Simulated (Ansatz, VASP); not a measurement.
**MgO: VASP beside Ansatz**

File INCAR:

```
PREC     = Accurate       # precision mode
ENCUT    = 520            # plane-wave cutoff, eV
EDIFF    = 1E-6           # SCF threshold, eV
ISMEAR   = 0              # smearing method
SIGMA    = 0.01           # smearing width, eV
LREAL    = False          # projectors in reciprocal space
LASPH    = True           # aspherical terms in the spheres
NELM     = 60             # most SCF steps
ALGO     = Normal         # electronic algorithm
ISIF     = 2              # what is computed and relaxed
LWAVE    = False          # write WAVECAR
LCHARG   = False          # write CHGCAR
GGA      = PE             # functional
NBANDS   = 11             # bands
```

Contents of KPOINTS:

```
regular mesh
0
Gamma
  3 3 3
```

POSCAR

```
MgO
1.0
    2.6233491285      0.0000000000      0.0000000000
    0.0000000000      2.6233491285      0.0000000000
    0.0000000000      0.0000000000      2.6233491285
Mg O
1 1
Direct
    0.0000000000      0.0000000000      0.0000000000
    0.5000000000      0.5000000000      0.5000000000
```

Input for Ansatz:

```yaml
crystal:
  lattice:
    - [2.6233491285, 0.0, 0.0]
    - [0.0, 2.6233491285, 0.0]
    - [0.0, 0.0, 2.6233491285]
  atoms:
    - { symbol: Mg, position: [0.0, 0.0, 0.0] }
    - { symbol: O, position: [0.5, 0.5, 0.5] }
kpoints:
  mp_grid: { grid: [3, 3, 3] }
hamiltonian:
  xc: pbe
scf:
  occupations: { method: fixed }
  n_extra_bands: 4
output:
  forces: true
  stress: true
  eigenvalues: true
```

Alike in both runs: task single point; functional PBE; k mesh 3 × 3 × 3; no spin polarisation.

```csv
,VASP,Ansatz
version,VASP 6.6.1,Ansatz 0.2.0
potentials or method,"VASP PAW PBE potentials, release 64 (Mg, O)",plane waves
plane-wave cutoff (eV),520,420
occupations,"gaussian, width 0.01 eV",fixed
valence electrons in the cell,8,16
```

```tsv
	VASP	Ansatz	Ansatz less VASP
gap on the k mesh at the Fermi level (eV)	2.84	2.86	+0.019
pressure (GPa)	5.9	6.6	+0.72
```

The two sets of potentials don't hold the same shells in valence.

Caveats: the k mesh is coarse (spacing up to 0.80 Å⁻¹), so the values aren't converged; an odd mesh through Γ misses points on the zone boundary, where band edges often lie.
